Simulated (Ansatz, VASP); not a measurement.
B3N: VASP beside Ansatz

```
B N
1.0
     2.45467    0.00000   -0.00024
     0.00000    2.45471    0.00009
     0.00059   -0.00027    8.92902
B N
6 2
Direct
  0.50001 0.00000 0.35238
  0.50000 0.00000 0.85238
  0.00000 0.00000 0.00000
  0.00000 0.00000 0.50000
  0.00000 0.50000 0.14762
  0.00000 0.50000 0.64762
  0.50000 0.50000 0.25000
  0.50000 0.50000 0.75000
```

Change from the starting cell: cell x2, atoms moved at random (sigma 0.1 Å) and cell strained at random (1.5 %), then relaxed without symmetry.

Alike in both runs: functional PBE; k mesh 8 × 8 × 4; occupations gaussian, width 0.2 eV; no spin polarisation.

Ansatz relaxed the structure, and its values are those at the end. VASP's run is a single point on that final structure, the one shown.

```csv
,VASP,Ansatz
version,VASP 6.6.1,Ansatz 0.2.0
potentials or method,"VASP PAW PBE potentials, release 64 (B, N)","scalar-relativistic, plane waves, PAW"
plane-wave cutoff (eV),520,420
valence electrons in the cell,28,28
```

|  | VASP | Ansatz | Ansatz less VASP |
| --- | --- | --- | --- |
| gap on the k mesh at the Fermi level (eV) | none | none | - |
| pressure (GPa) | 0.2 | 0.0 | -0.15 |
| rms of the force components (eV/Å) | 0.009 | 0.000 | -0.0089 |

A gap of «none» marks a metal or a gap that the smearing closes.
